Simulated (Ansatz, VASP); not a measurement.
# Two plane-wave programs on KF

INCAR

```
ALGO     = Normal         # electronic algorithm
EDIFF    = 1E-7           # SCF threshold, eV
ENCUT    = 520            # plane-wave cutoff, eV
GGA      = CA             # functional
ISIF     = 2              # what is computed and relaxed
ISMEAR   = 0              # smearing method
LASPH    = True           # aspherical terms in the spheres
LCHARG   = False          # write CHGCAR
LREAL    = False          # projectors in reciprocal space
LWAVE    = False          # write WAVECAR
NBANDS   = 15             # bands
NELM     = 60             # most SCF steps
PREC     = Accurate       # precision mode
SIGMA    = 0.05           # smearing width, eV
```

Contents of KPOINTS:

```
k-points
0
Gamma
  8 8 8
```

Contents of POSCAR:

```
KF
1.0
    0.0000000000      2.6735000000      2.6735000000
    2.6735000000      0.0000000000      2.6735000000
    2.6735000000      2.6735000000      0.0000000000
K F
1 1
Direct
    0.0187020759     -0.0187020759     -0.0187020759
    0.5000000000      0.5000000000      0.5000000000
```

Input for Ansatz:

```yaml
crystal:
  lattice:
    - [0.0, 2.6735, 2.6735]
    - [2.6735, 0.0, 2.6735]
    - [2.6735, 2.6735, 0.0]
  atoms:
    - { symbol: K, position: [0.0187020759, -0.0187020759, -0.0187020759] }
    - { symbol: F, position: [0.5, 0.5, 0.5] }
basis:
  ecutwfc: 420
kpoints:
  mp_grid: { grid: [8, 8, 8] }
hamiltonian:
  xc: lda
scf:
  occupations: { method: gaussian, width: 0.05 }
output:
  forces: true
  stress: true
  eigenvalues: true
```

Change from the starting cell: all K atoms moved -0.100 Å, as atom 1 along Cartesian [1 0 0].

Alike in both runs: task single point; functional LDA; k mesh 8 × 8 × 8; occupations gaussian, width 0.05 eV; no spin polarisation.

|  | VASP | Ansatz |
| --- | --- | --- |
| version | VASP 6.6.1 | Ansatz 0.2.0 |
| potentials or method | VASP PAW LDA potentials, release 64 (K_sv, F) | scalar-relativistic, plane waves, PAW |
| plane-wave cutoff (eV) | 520 | 420 |
| valence electrons in the cell | 16 | 16 |

Ansatz gave:

| Item | Value |
| --- | --- |
| gap on the k mesh at the Fermi level (eV) | 5.80 |
| least direct gap on the mesh (eV) | 5.80 |
| pressure (GPa) | -3.4 |
| largest component of the traceless stress (GPa) | 0.31 |
| rms of the force components (eV/Å) | 0.071 |

Task: Estimate VASP's values.

Result: gap on the k mesh at the Fermi level (eV): 5.78; least direct gap on the mesh (eV): 5.78; pressure (GPa): -3.3; largest component of the traceless stress (GPa): 0.32; rms of the force components (eV/Å): 0.076.

Atom by atom the forces differ by 0.004 eV/Å (rms over components).

A k mesh can miss the band edges.
